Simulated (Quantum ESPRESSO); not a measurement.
Ti: relaxation of cell and atoms with PBEsol

Ti:

```xyz
1
Lattice="0.0000 2.0300 2.0300 2.0300 0.0000 2.0300 2.0300 2.0300 0.0000" Properties=species:S:1:pos:R:3 pbc="T T T"
Ti    0.0000    0.0000    0.0000
```

This isn't the form of Ti at room conditions, which is hcp.

- Program: Quantum ESPRESSO 7.5
- Task: relaxation of cell and atoms
- Functional: PBEsol
- Potentials or basis: GBRV 1.5 PBEsol
- Cutoff: 707 eV
- Density cutoff: 5633 eV
- k mesh: 11 × 11 × 11
- Occupations: fermi-dirac, width 0.05 eV
- Spin: no spin polarisation
- Target pressure: 10 GPa
- Mixing beta: 0.5
- Most SCF iterations: 120
- SCF threshold: 2e-10 Ry
- Most ionic steps: 40
- Forc conv thr: 0.0004 Ry/bohr
- Etot conv thr: 1e-05 Ry
- Ion dynamics: bfgs
- Cell dynamics: bfgs
- Press conv thr: 0.3 kbar

```yaml
Relaxed_volume: 15.43 Å³/atom
Relaxed_cell: a = 2.794 Å, b = 2.794 Å, c = 2.794 Å, α = 60.00°, β = 60.00°, γ = 60.00°
Space_group_after_relaxing_to_0.05_Å: Fm-3m (No. 225)
Energy_change_on_relaxing_the_enthalpy_is_what_falls: +35.8 meV/atom
Ionic_steps: 4
Pressure_after_relaxing: 10.0 GPa
Band_gap_on_the_k_mesh: none (metal or under the smearing width)
```

Step by step:
| step | energy change (eV) | largest force (eV/Å) | pressure (GPa) | volume (Å³) |
| --- | --- | --- | --- | --- |
| 1 | 0.0000 | 0.0000 | -0.54 | 16.73 |
| 2 | 0.0147 | 0.0000 | 6.16 | 15.85 |
| 3 | 0.0386 | 0.0000 | 10.41 | 15.38 |
| 4 | 0.0358 | 0.0000 | 9.99 | 15.43 |

Final structure:
```
Ti
1.0
     0.00000    1.97579    1.97579
     1.97579    0.00000    1.97579
     1.97579    1.97579    0.00000
Ti
1
Direct
  0.00000 0.00000 0.00000
```

Levels at points of the mesh, in eV from the Fermi level:
| k point | band 3 | band 4 | band 5 | band 6 | band 7 | band 8 | band 9 | band 10 |
| --- | --- | --- | --- | --- | --- | --- | --- | --- |
| (0.00, 0.00, 0.00) | -32.04 | -32.04 | -6.32 | 0.96 | 0.96 | 0.96 | 2.88 | 2.88 |

Run time: 17 s on 2 MPI ranks on Arm Neoverse V1, on a shared host, peak memory 0.14 GiB a rank.
